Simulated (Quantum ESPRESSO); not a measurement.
The system is Sb.

```
Sb
1.0
    -1.57654    1.57654    2.71194
     1.57654   -1.57654    2.71194
     1.57654    1.57654   -2.71194
Sb
1
Cartesian
  0.0000 0.0000 0.0000
```

This isn't the form of Sb at room conditions, which is rhombohedral.

Base run:

```yaml
Program: Quantum ESPRESSO 7.5
Functional: PBEsol
Potentials_or_basis: GBRV 1.5 PBEsol
Cutoff: 612 eV
Density_cutoff: 4898 eV
k_mesh: 12 × 12 × 12
Occupations: fermi-dirac, width 0.05 eV
Spin: no spin polarisation
```

Its results: band gap on the k mesh none (metal or under the smearing width); pressure -1.4 GPa.

**Question.** The run is repeated on the same cell with these changes: functional from PBEsol to LDA; potentials or basis from GBRV 1.5 PBEsol to GBRV 1.5 LDA. What comes out?

**Answer.** Band gap on the k mesh none (metal or under the smearing width); pressure -2.6 GPa.

Not every run made on this cell is shown here.
